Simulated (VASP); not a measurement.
# MgI2 (P-3m1) in VASP: further runs, part 2 of 3

VASP 6.6.1. Earlier steps stand in the parts before.

**3. Single point, PBEsol**

INCAR

```
SYSTEM = MgI2
PREC = Accurate
ENCUT = 250
EDIFF = 1E-6
ISMEAR = 0
SIGMA = 0.05
LREAL = .FALSE.
LASPH = .TRUE.
NELM = 100
ALGO = Normal
ISIF = 2
LWAVE = .FALSE.
LCHARG = .FALSE.
GGA = PS
NBANDS = 15
ADDGRID = .FALSE.
```

KPOINTS

```
regular mesh
0
G
  2 2 1
  0 0 0
```

POSCAR

```
MgI2
1.0
    4.1400000000      0.0000000000      0.0000000000
   -2.0700000000      3.5853451717      0.0000000000
    0.0000000000      0.0000000000      6.8800000000
I Mg
2 1
Direct
    0.6666666667      0.3333333333      0.7500000000
    0.3333333333      0.6666666667      0.2500000000
    0.0000000000      0.0000000000      0.0000000000
```

Potentials or basis: VASP PAW PBE potentials, release 64 (I, Mg).

Started as:

```bash
$ cat potpaw_PBE.64/I/POTCAR potpaw_PBE.64/Mg/POTCAR > POTCAR
$ mpirun -np 1 vasp_std > vasp.out
```

OUTCAR:

```text
SYSTEM = MgI2
   PREC = Accurate
   ENCUT = 250
   EDIFF = 1E-6
   ISMEAR = 0
   LREAL = .FALSE.
   LASPH = .TRUE.
   NELM = 100
   ISIF = 2
   GGA = PS

 Found      2 irreducible k-points:

 Following reciprocal coordinates:
            Coordinates               Weight
  0.000000  0.000000  0.000000      1.000000
  0.500000 -0.000000  0.000000      3.000000
   k-points           NKPTS =      2   k-points in BZ     NKDIM =      2   number of bands    NBANDS=     15
   number of dos      NEDOS =    301   number of ions     NIONS =      3
   total plane-waves  NPLWV =  20736
   dimension x,y,z NGX =    24 NGY =   24 NGZ =   36
   dimension x,y,z NGXF=    48 NGYF=   48 NGZF=   72
   ions per type =               2   1
   NGX,Y,Z   is equivalent  to a cutoff of   9.64,  9.64,  8.70 a.u.
   NGXF,Y,Z  is equivalent  to a cutoff of  19.27, 19.27, 17.40 a.u.
 SYSTEM =  MgI2
   PREC   = accura    normal or accurate (medium, high low for compatibility)
   ISTART =      0    job   : 0-new  1-cont  2-samecut
   ICHARG =      2    charge: 1-file 2-atom 10-const
   ISPIN  =      1    spin polarized calculation?
   LNONCOLLINEAR =      F non collinear calculations
   LSORBIT =      F    spin-orbit coupling
   LASPH  =      T    aspherical Exc in radial PAW
   ENCUT  =  250.0 eV  18.37 Ry    4.29 a.u.   5.34  5.34  8.87*2*pi/ulx,y,z
   NELM   =    100;   NELMIN=  2; NELMDL= -5     # of ELM steps
   EDIFF  = 0.1E-05   stopping-criterion for ELM
   LREAL  =      F    real-space projection
   EDIFFG = 0.1E-04   stopping-criterion for IOM
   NSW    =      0    number of steps for IOM
   IBRION =     -1    ionic relax: 0-MD 1-quasi-New 2-CG
   NFREE  =      0    steps in history (QN), initial steepest desc. (CG)
   ISIF   =      2    stress and relaxation
   ISYM   =      2    0-nonsym 1-usesym 2-fastsym
   POTIM  = 0.5000    time-step for ionic-motion
   TEBEG  =    0.0;   TEEND  =   0.0 temperature during run
   PSTRESS=    0.0 pullay stress
   NELECT =      16.0000    total number of electrons
   NUPDOWN=      -1.0000    fix difference up-down
   EMIN   =  10.00;   EMAX   =-10.00  energy-range for DOS
   EFERMI =   0.00;   METHOD = LEGACY
   ISMEAR =     0;   SIGMA  =   0.05  broadening in eV -4-tet -1-fermi 0-gaus
   EFERMI_NEDOS =   21; number of points for ismear=-14 and -15
   IALGO  =     38    algorithm
   IMIX   =      4    mixing-type and parameters
     AMIX     =   0.40;   BMIX     =  1.00
     AMIX_MAG =   1.60;   BMIX_MAG =  1.00
  volume/ion in A,a.u.               =      34.04       229.72
  Fermi-wavevector in a.u.,A,eV,Ry     =   0.882555  1.667786 10.597613  0.778903
  Thomas-Fermi vector in A             =   2.003202
   LORBIT       =      0    0 simple, 1 ext, 2 COOP (PROOUT), +10 PAW based schemes
   GGA     = PS    functional components
   LHFCALC =     F    Hartree Fock is set to
   AEXX    =    0.0000 exact exchange contribution
   IVDW    =     0    specifies the selected vdW correction
   LEPSILON=     F    determine dielectric tensor
   LRPA    =     F    only Hartree local field effects (RPA)
 non-spin polarized calculation
 Gauss-broadening in eV      SIGMA  =   0.05
  energy-cutoff  :      250.00
  volume of cell :      102.12
 maximum number of plane-waves:       924
 NGX is ok and might be reduce to    24
   NGX = 11   NGY = 11   NGZ = 17

 number of electron      15.9999996 magnetization

 Free energy of the ion-electron system (eV)
  ---------------------------------------------------
  ext. energy  EPLUGINS =         0.00000000
  ---------------------------------------------------
  free energy    TOTEN  =        -7.52699166 eV

  energy without entropy =       -7.52699166  energy(sigma->0) =       -7.52699166

 E-fermi :   2.6483     XC(G=0):  -8.3687

 val. band max:        2.3663661956   @ k =   0.0000   0.0000   0.0000
 cond. band min:       5.8239139574   @ k =   0.0000   0.0000   0.0000
 fundamental gap:      3.4575477618
 Fermi energy:         2.6482848522

 k-point     1 :       0.0000    0.0000    0.0000
  band No.  band energies     occupation
      1      -9.6860      2.00000
      2      -8.9906      2.00000
      3      -1.3004      2.00000
      4       1.9943      2.00000
      5       1.9943      2.00000
      6       2.3502      2.00000
      7       2.3664      2.00000
      8       2.3664      2.00000
      9       5.8239      0.00000
     10       7.0444      0.00000
     11       9.0205      0.00000
     12       9.0205      0.00000
     13       9.6367      0.00000
     14      10.4788      0.00000
     15      10.4788      0.00000

 k-point     2 :       0.5000   -0.0000    0.0000
  band No.  band energies     occupation
      1      -8.9591      2.00000
      2      -8.7520      2.00000
      3      -1.2359      2.00000
      4      -0.4479      2.00000
      5       0.3921      2.00000
      6       1.0436      2.00000
      7       1.3810      2.00000
      8       1.9537      2.00000
      9       5.8877      0.00000
     10       7.4825      0.00000
     11       7.6030      0.00000
     12       9.0921      0.00000
     13      10.0132      0.00000
     14      11.5507      0.00000
     15      12.0972      0.00000

------------------------ aborting loop because EDIFF is reached ----------------------------------------

  FORCE on cell =-STRESS in cart. coord.  units (eV):
  Direction    XX          YY          ZZ          XY          YZ          ZX
  --------------------------------------------------------------------------------------
  -------------------------------------------------------------------------------------
  Total        2.5681124      2.5681124     -2.0903629      0.0000000      0.0000000      0.0000000
  in kB       40.2907040     40.2907040    -32.7953696      0.0000000      0.0000000      0.0000000
  external PRESSURE =      15.9286795 kB  Pullay stress =       0.0000000 kB

 VOLUME and BASIS-vectors are now :
 -----------------------------------------------------------------------------
  energy-cutoff  :      250.00
  volume of cell :      102.12
      direct lattice vectors                 reciprocal lattice vectors
     4.140000000  0.000000000  0.000000000     0.241545894  0.139456587  0.000000000
    -2.070000000  3.585345172  0.000000000     0.000000000  0.278913174  0.000000000
     0.000000000  0.000000000  6.880000000     0.000000000  0.000000000  0.145348837

 POSITION                                       TOTAL-FORCE (eV/Angst)
 -----------------------------------------------------------------------------------
      2.07000      1.19512      5.16000         0.000000      0.000000      0.243776
     -0.00000      2.39023      1.72000        -0.000000     -0.000000     -0.243776
      0.00000      0.00000      0.00000         0.000000      0.000000     -0.000000
 -----------------------------------------------------------------------------------
    total drift:                               -0.000000      0.000000     -0.000000

  FREE ENERGIE OF THE ION-ELECTRON SYSTEM (eV)
  ---------------------------------------------------
  free  energy   TOTEN  =        -7.5269916622 eV

  energy  without entropy=       -7.5269916622  energy(sigma->0) =       -7.52699166
```

Wall time 3.5 s (1 thread of Intel Xeon Platinum 8488C (Sapphire Rapids), shared host); peak memory 0.14 GiB.

These settings aren't checked as converged: the numbers below hold their error.

Results:

```
Free energy            : -7.5270 eV
Pressure               : 1.6 GPa
Largest force          : 0.244 eV/Å
Band gap on the k mesh : 3.46 eV, direct
```

Caveat: the k mesh is coarse (spacing up to 0.91 Å⁻¹), so the values aren't converged; the PAW data sets were made with another functional, which shifts forces and pressure a little; spin-orbit coupling is left out, which moves the levels of the heavy elements; an odd mesh through Γ misses points on the zone boundary, where band edges often lie; the cell's inner coordinates are idealised or old, which leaves forces on the atoms; this functional lacks dispersion, which binds the layers, so the pressure and a relaxed spacing across them are unreliable.

**4. Single point, PBEsol**

INCAR, as its differences from that of step 3:

```diff
@@ -2,3 +2,3 @@
 PREC = Accurate
-ENCUT = 250
+ENCUT = 300
 EDIFF = 1E-6
```

KPOINTS is that of step 3.

POSCAR is that of step 3.

Started as:

```bash
$ cat potpaw_PBE.64/I/POTCAR potpaw_PBE.64/Mg/POTCAR > POTCAR
$ mpirun -np 1 vasp_std > vasp.out
```

It took 3.8 s on 1 thread of Intel Xeon Platinum 8488C (Sapphire Rapids), shared host; peak memory 0.14 GiB.

The run converged, but some of its settings lie outside the range that counts as converged, so its numbers aren't taken as properties of the crystal.

Results:

```yaml
Free_energy: -7.5283 eV
Pressure: 1.6 GPa
Largest_force: 0.245 eV/Å
Band_gap_on_the_k_mesh: 3.46 eV, direct
```

Caveat: the k mesh is coarse (spacing up to 0.91 Å⁻¹), so the values aren't converged; the PAW data sets were made with another functional, which shifts forces and pressure a little; spin-orbit coupling is left out, which moves the levels of the heavy elements; an odd mesh through Γ misses points on the zone boundary, where band edges often lie; the cell's inner coordinates are idealised or old, which leaves forces on the atoms; this functional lacks dispersion, which binds the layers, so the pressure and a relaxed spacing across them are unreliable.

**5. Single point, PBEsol**

INCAR, as its differences from that of step 4:

```diff
@@ -2,3 +2,3 @@
 PREC = Accurate
-ENCUT = 300
+ENCUT = 400
 EDIFF = 1E-6
```

KPOINTS is that of step 4.

POSCAR is that of step 4.

Started as:

```bash
$ cat potpaw_PBE.64/I/POTCAR potpaw_PBE.64/Mg/POTCAR > POTCAR
$ mpirun -np 1 vasp_std > vasp.out
```

Run time: 4.7 s. Hardware: 1 thread of Intel Xeon Platinum 8488C (Sapphire Rapids), shared host; peak memory 0.17 GiB.

The run converged, but some of its settings lie outside the range that counts as converged, so its numbers aren't taken as properties of the crystal.

What came out:

| Property | Result |
| --- | --- |
| Free energy | -7.5283 eV |
| Pressure | 1.6 GPa |
| Largest force | 0.246 eV/Å |
| Band gap on the k mesh | 3.46 eV, direct |

Caveat: the k mesh is coarse (spacing up to 0.91 Å⁻¹), so the values aren't converged; the PAW data sets were made with another functional, which shifts forces and pressure a little; spin-orbit coupling is left out, which moves the levels of the heavy elements; an odd mesh through Γ misses points on the zone boundary, where band edges often lie; the cell's inner coordinates are idealised or old, which leaves forces on the atoms; this functional lacks dispersion, which binds the layers, so the pressure and a relaxed spacing across them are unreliable.

[end of part 2 of 3]
